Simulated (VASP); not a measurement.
Here is the system:

```
AlLaO3
1.0
    3.70373     0.00000     0.00000
    0.00000     3.70373     0.00000
    0.00000     0.00000     3.70373
La Al O
1 1 3
Direct
  0.00000   0.00000   0.00000
  0.50000   0.50000   0.50000
  0.50000   0.00000   0.50000
  0.00000   0.50000   0.50000
  0.50000   0.50000   0.00000
```

Level of theory: LDA (Ceperley-Alder, Perdew-Zunger), VASP's LDA PAW potentials (set 64) (plane waves; VASP). Settings: 520 eV cut-off, 6×6×6 Γ-centred mesh, Gaussian smearing of 0.050 eV, potentials La Al O.

### Question
Predict the energy per atom (σ→0), pressure, band gap (on the k-mesh) with the smallest direct gap where there is one.

### Answer

| Quantity | Value |
|---|---|
| band gap (on the k-mesh) | 3.55 eV |
| smallest direct gap (on the k-mesh) | 3.57 eV |
| energy per atom (σ→0) | -8.873 eV/atom |
| pressure | 7.06 GPa |

The absolute energy has meaning only against runs of the same code, potentials and settings.

The compound is LaAlO3 in the cubic perovskite structure, the ideal cubic form; the compound distorts at low or room temperature. This cell is one point of a volume scan, at 0.97 of the reference volume.
